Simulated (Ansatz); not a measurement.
The following input was run with Ansatz 0.2.0.

```yaml
crystal:
  lattice:
    - [2.0627575005, -2.07066007, 0.0]
    - [2.0627575005, 2.07066007, 0.0]
    - [0.0, 0.0, 5.1426865689]
  atoms:
    - { symbol: Cu, position: [0.0, 0.5, 0.0] }
    - { symbol: Cu, position: [0.5, 0.0, 0.5] }
    - { symbol: O, position: [0.5, 0.5, 0.25] }
    - { symbol: O, position: [0.5, 0.5, 0.75] }
basis:
  ecutwfc: 420
kpoints:
  mp_grid: { grid: [14, 14, 8] }
hamiltonian:
  xc: pbesol
scf:
  occupations: { method: gaussian, width: 0.1 }
output:
  forces: true
  stress: true
  eigenvalues: true
relax:
  adjacent_minimum: "off"
  f_tol: 0.01
  max_steps: 30
  cell: { stress_tol: 0.1, fix: [volume] }
```

Launched with
```bash
ansatz run input.yaml --threads 1 --pin off --max-ram 2560MiB --backend cpu --events-out ev --progress --plain --runs-dir out
```

Theory: DFT PBEsol, scalar-relativistic, plane waves, PAW in Ansatz 0.2.0.

Part of what the program printed, abridged (final results; tables in files aren't shown):

```
SCF 4 converged in 6 iterations: F = -14296.542579 eV  dr2 = 6.42e-12
SCF converged after 6 iterations
Free energy (F): -14296.542579 eV
Harris-Foulkes:  -14296.542579 eV  (|F-HF|=3.64e-12)
Internal energy: -14296.529824 eV  (E = F + TS)
E sigma→0 (E₀):  -14296.536201 eV
Entropy (-TS):   -0.012755 eV (-3.189 meV/atom)
Fermi energy:    10.890557 eV
--- Per-component energies (eV) ---
  E_band       = -925.551911
  E_kinetic    = 940.458817
  E_local      = -10124.251351  (includes V_loc(G=0)·N_el)
  E_nonlocal   = 879.900234
  E_hartree    = 4376.348237
  E_xc         = -320.234606
  E_vxc        = -413.145122  (∫ρ·V_xc dr)
  E_paw        = -3552.583129  (= ΣΔE_a)
  E_vpaw       = -961.216484  (= ΣTr[D̂ρ^β])
  E_aug_tail   = 0.005492  (compensation charges beyond the density's cutoff)
  E_ewald      = -6496.656499
  E_core_change = 0.482980  (= ΣΔE_core)
  E_smearing   = -0.012755  (= −TS)
--- Forces (eV/Å), atoms counted from 1 ---
  atom   1  Cu     0.00000000     0.00000000     0.00000000
  atom   2  Cu     0.00000000     0.00000000     0.00000000
  atom   3  O      0.00000000     0.00000000     0.00000000
  atom   4  O      0.00000000     0.00000000     0.00000000
--- Stress (GPa, compression-positive) ---
       -4.260806       0.000000       0.000000
        0.000000      -4.303185       0.000000
        0.000000       0.000000      -4.361913
  P = ⅓ Tr σ = -4.3086 GPa (-43.086 kbar)
--- Band table (eV; the first three rows and the last of 285) ---
  k-point 0: bands = ["-101.5508", "-101.5504", "-59.1998", "-59.1998", "-59.1611", "-59.1550", "-58.8601", "-58.8601", "-9.0102", "-7.6049", "2.5519", "5.2955", "5.3001", "7.0572", "7.2861", "7.2864", "7.5436", "7.8712", "8.3826", "8.4635", "8.4654", "8.4816", "8.5792", "8.9852", "11.5701", "11.5753", "12.2224", "16.7867", "18.1600", "23.8354"]
  k-point 1: bands = ["-101.5508", "-101.5505", "-59.1998", "-59.1998", "-59.1609", "-59.1553", "-58.8601", "-58.8601", "-8.9661", "-7.6715", "2.7128", "5.3001", "5.3044", "7.0544", "7.2091", "7.2092", "7.5441", "7.5442", "8.4431", "8.4853", "8.5755", "8.5910", "8.5931", "8.9437", "11.4989", "11.5039", "12.4468", "16.3307", "18.7574", "23.8846"]
  k-point 2: bands = ["-101.5508", "-101.5505", "-59.1998", "-59.1998", "-59.1603", "-59.1559", "-58.8601", "-58.8601", "-8.8376", "-7.8534", "3.1745", "5.3121", "5.3155", "6.6283", "7.0596", "7.0597", "7.2669", "7.5396", "8.4915", "8.4958", "8.5648", "8.8352", "8.8783", "8.8805", "11.3113", "11.3157", "12.9793", "15.6222", "19.8675", "24.0368"]
  k-point 284: bands = ["-101.5495", "-101.5495", "-59.2113", "-59.2113", "-59.1559", "-59.1559", "-58.8690", "-58.8690", "-7.5981", "-7.5981", "4.8933", "4.8933", "5.0028", "5.0028", "5.3471", "5.3471", "7.9417", "7.9417", "8.5030", "8.5030", "8.9610", "8.9610", "9.4540", "9.4540", "10.3517", "10.3517", "14.6938", "14.6938", "21.3116", "21.3116"]
--- Relaxed structure (3 steps of the walk, 3 accepted, 1 SCFs on fresh bases) ---
  F+E_penalty+E_count = -14296.54257897 eV   max|allowed force component| = 1.665e-16 eV/Å   (the final SCF, on the basis selected at the relaxed cell)
  cell:  # Å, volume = 43.9316 Å³
    - [2.07261519, -2.07708644, 0.0]
    - [2.07261519, 2.07708644, 0.0]
    - [0.0, 0.0, 5.10239162]
  atoms:
    - { symbol: Cu, position: [0.0, 0.5, 0.0] }
    - { symbol: Cu, position: [0.5, 0.0, 0.49999999] }
    - { symbol: O, position: [0.5, 0.5, 0.24999999] }
    - { symbol: O, position: [0.5, 0.5, 0.74999999] }
```

The relaxation met its thresholds.

The run took 61 s on 1 thread of Intel(R) Xeon(R) Platinum 8488C (Sapphire Rapids) (shared host), peak memory 0.59 GiB.

Spin polarisation was left out, and a magnetic state may lie lower.